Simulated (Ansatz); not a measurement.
Runs of Ansatz 0.2.0 on Si. It takes space group Fd-3m (No. 227, cubic). Conventional cell: a = 5.444 Å, b = 5.444 Å, c = 5.444 Å, α = 90.00°, β = 90.00°, γ = 90.00°. Around Si (site symmetry -43m) lie 4 Si at 2.36 Å. 

| share of exact exchange | gap on the mesh (eV) | pressure (GPa) |
| --- | --- | --- |
| 0.4 | 1.76 | -0.5 |
| 0.1 | 0.95 | 1.3 |
| 0.05 | 0.83 | 1.6 |
| 0.5 | 2.04 | (a) |
| 0.2 | 1.21 | (b) |
| 0.3 | 1.48 | 0.1 |
| 0.25 | 1.34 | 0.4 |
| 0.15 | 1.08 | 1.0 |

Alike in all rows: task single point; level HSE06 form with a typed share of exact exchange; potentials or basis Ansatz PAW; no spin polarisation; cell as given; k mesh 4 × 4 × 4; cutoff (eV) 420; smearing fermi-dirac 0.05 eV; the mesh is coarse, so values aren't converged.

Question: Fill in the values left out.

Answer: (a) -1.1; (b) 0.7.

Caveats: all runs use coarse meshes; the PAW data sets come from PBE, with cores solved anew for the run's functional, which leaves a small shift of forces and pressure; the thresholds are loose for stress.

A k mesh can miss the band edges.

Runs at the PBE level aren't shown here.
